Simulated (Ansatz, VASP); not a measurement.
# Rh in VASP and in Ansatz

The input INCAR:

```
SYSTEM = Rh
PREC = Accurate
ENCUT = 520
EDIFF = 1E-7
ISMEAR = 0
SIGMA = 0.15
LREAL = .FALSE.
LASPH = .TRUE.
NELM = 60
ALGO = Fast
ISIF = 2
LWAVE = .FALSE.
LCHARG = .FALSE.
NBANDS = 14
```

File KPOINTS:

```
regular mesh
0
G
  22 22 22
  0 0 0
```

POSCAR

```
Rh
1.0
    0.0000000000      1.9015500000      1.9015500000
    1.9681042500      0.0000000000      1.9015500000
    1.9681042500      1.9015500000      0.0000000000
Rh
1
Direct
    0.0000000000      0.0000000000      0.0000000000
```

Input for Ansatz:

```yaml
crystal:
  lattice:
    - [0.0, 1.90155, 1.90155]
    - [1.96810425, 0.0, 1.90155]
    - [1.96810425, 1.90155, 0.0]
  atoms:
    - { symbol: Rh, position: [0.0, 0.0, 0.0] }
basis:
  ecutwfc: 420
kpoints:
  mp_grid: { grid: [22, 22, 22] }
hamiltonian:
  xc: lda
scf:
  occupations: { method: gaussian, width: 0.15 }
output:
  forces: true
  stress: true
  eigenvalues: true
```

Change from the starting cell: strain +0.0350 x Voigt [1, 0, 0, 0, 0, 0], atoms carried along.

Alike in both runs: task single point; functional LDA; k mesh 22 × 22 × 22; occupations gaussian, width 0.15 eV; no spin polarisation.

|  | VASP | Ansatz |
| --- | --- | --- |
| version | VASP 6.6.1 | Ansatz 0.2.0 |
| potentials or method | VASP PAW LDA potentials, release 64 (Rh_pv) | scalar-relativistic, plane waves, PAW |
| plane-wave cutoff (eV) | 520 | 420 |
| valence electrons in the cell | 15 | 17 |

```csv
,VASP,Ansatz,Ansatz less VASP
gap on the k mesh at the Fermi level (eV),none,none,-
pressure (GPa),-18.4,-19.1,-0.70
largest component of the traceless stress (GPa),5.16,5.17,+0.005
```

A gap of «none» marks a metal or a gap that the smearing closes. The two sets of potentials don't hold the same shells in valence.

Caveats: so large a pressure means that the cell lies far from this level's equilibrium, or that cutoff or potentials fall short (VASP).
